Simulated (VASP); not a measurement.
# Hf: equation of state with PBEsol

The system is Hf.

```xyz
1
Lattice="-1.8050 1.8050 1.8050 1.8050 -1.8050 1.8050 1.8050 1.8050 -1.8050" Properties=species:S:1:pos:R:3 pbc="T T T"
Hf    0.0000    0.0000    0.0000
```

This isn't the form of Hf at room conditions, which is hcp.

```
Program             : VASP 6.6.1
Task                : equation of state
Functional          : PBEsol
Potentials or basis : VASP PAW PBE potentials, release 64 (Hf_pv)
Cutoff              : 520 eV
k mesh              : 10 × 10 × 10
Occupations         : fermi-dirac, width 0.05 eV
Spin                : no spin polarisation
```

The equilibrium volume is 21.28 Å³/atom (rough: see the caveat) and the bulk modulus is 112 GPa (rough).

Energy against volume, from the lowest point:
```csv
volume (Å³/atom),energy (meV/atom)
22.112,0.00
22.582,14.59
23.052,34.63
23.523,59.62
23.993,89.09
24.464,122.58
24.934,159.71
```

All runs of the series together: 26 s on 1 thread of Intel(R) Xeon(R) 6975P-C (Granite Rapids), with other jobs on the host.

Caveat: the minimum lies outside the volumes run; the PAW data sets were made with another functional, which shifts forces and pressure a little. Spin-orbit coupling is left out, which matters for the levels of Hf.
